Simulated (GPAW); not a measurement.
## Zn in GPAW: the effect of target pressure

Crystal: Zn.

```xyz
2
Lattice="2.6700 0.0000 0.0000 -1.3350 2.3123 0.0000 0.0000 0.0000 4.9660" Properties=species:S:1:pos:R:3 pbc="T T T"
Zn    1.3350    0.7708    3.7245
Zn    0.0000    1.5415    1.2415
```

Alike in all runs:

- Program: GPAW 26.7.0
- Task: relaxation of cell and atoms
- Functional: PBEsol
- Potentials or basis: PAW data sets generated in the run's folder for this functional
- Cutoff: 600 eV
- Basis: pw
- k mesh: 8 × 8 × 4
- Occupations: fermi-dirac, width 0.05 eV
- Spin: no spin polarisation

Each run relaxes the cell or the atoms first.

```csv
target pressure,target pressure,relaxed volume (Å³/atom)
0 GPa,-,?
2 GPa,2 GPa,13.67
5 GPa,5 GPa,13.31
10 GPa,10 GPa,12.83
20 GPa,20 GPa,12.07
30 GPa,30 GPa,11.48
```

Problem. What does the run with target pressure 0 GPa give?

Solution. Relaxed volume 13.92 Å³/atom.

Worked out: In Murnaghan's law V^(-B') rises as a straight line in P. The other rows fit best with B' = 3.9, V0 = 13.92 Å³/atom and B0 = 105 GPa, which gives 13.92 Å³/atom at 0 GPa, against the run's 13.92.

Caveats: later steps reuse the first step's grids; the volume moved by over 15 % at a fixed basis, so the end points are rough (some runs).
